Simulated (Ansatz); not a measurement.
**AlSb under a change: 6 layers**

The parent structure is AlSb in the zinc blende structure (space group F-43m, No. 216; a = 6.177 Å). Axes: x, y, z lie along the cube axes.

Modification: a free-standing slab of 6 layers (12 atoms, 2 a layer) is cut normal to [110], with 15 Å of vacuum and the in-plane cell held at bulk.

Method: r2SCAN (Ansatz, a first-principles code; PAW; 500 eV plane waves; without spin-orbit coupling). k-mesh 11×8×1 (Γ-centred); smearing 0.05 eV (Fermi–Dirac), for the changed cell.

```json
[
 {"quantity": "layer's space group (with vacuum)", "base": "–", "changed": "Pmn2_1 (No. 31)", "shift": "–"},
 {"quantity": "shortest interatomic distance", "base": "5.055 bohr", "changed": "4.991 bohr", "shift": "-0.064 bohr"},
 {"quantity": "band gap", "base": "1.51 eV", "changed": "0.97 eV", "shift": "-0.54 eV"},
 {"quantity": "gap character", "base": "–", "changed": "indirect, Γ → k = (0.455, 0, 0) in the run's primitive reciprocal basis", "shift": "–"},
 {"quantity": "valence-band top at Γ (three highest levels, from the VBM)", "base": "0.00, 0.00, 0.00 eV", "changed": "0.00, -0.21, -0.30 eV", "shift": "–"},
 {"quantity": "excess energy per area of both faces (slab less bulk energy over the cell's area: twice a surface energy)", "base": "–", "changed": "1.30 J/m²", "shift": "–"},
 {"quantity": "thickness between the outermost nuclei", "base": "–", "changed": "11.44 Å", "shift": "–"},
 {"quantity": "change of the spacing d12 from its bulk value of 2.184 Å", "base": "–", "changed": "-8.2 %", "shift": "–"}
]
```

The excess energy carries the mismatch between the slab's and the bulk's meshes. Spin-orbit coupling, missing from the scalar runs, can matter with Sb. No phonon test of stability was made. Labels are those of the standard path for the cell's own space group.
